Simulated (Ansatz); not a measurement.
CuI (Cmcm) from a database structure, relaxed with r2SCAN+rVV10 in Ansatz 0.2.0. The symmetry is Cmcm (No. 63, orthorhombic); a = 7.007 Å, b = 7.186 Å, c = 4.322 Å in the conventional setting, 27.21 Å³ an atom. Cu has 2 Cu at 2.47 Å and 3 I at 2.57–2.60 Å; I has 3 Cu at 2.57–2.60 Å.

The axes x, y and z are those of this cell:
```
CELL_PARAMETERS angstrom
3.50375 -3.59315 0.00000
3.50375 3.59315 0.00000
0.00000 0.00000 4.32201
ATOMIC_POSITIONS crystal
Cu 0.41680 0.58320 0.75000
Cu 0.58320 0.41680 0.25000
I 0.77795 0.22205 0.75000
I 0.22205 0.77795 0.25000
```

Unstrained: With PBE the gap is 0.948 eV and direct, at Γ. The r2SCAN gap is direct at Γ: 1.358 eV. The HSE06 gap is direct at Γ: 2.212 eV. Meshes: PBE 6×6×6, r2SCAN 6×6×6, HSE06 4×4×4. Strains are changes of length per length. After each strain the atoms were relaxed again with r2SCAN+rVV10 within the symmetry that the strain leaves, so tilts or polar shifts that break it weren't tested; points keep the names that they have in the unstrained zone. No spin polarisation and no zero-point or thermal motion.

Task: Estimate what isotropic -4.21 % on every length does to the gap.

Result: PBE: the gap goes from 0.948 to 0.783 eV (-0.165 eV). r2SCAN: the gap goes from 1.358 to 1.208 eV (-0.150 eV).

Spin-orbit coupling is left out, which matters wherever the heavy atoms make up the band edges.

The meshes of the hybrids are coarse, so their gaps aren't converged to the digits shown.
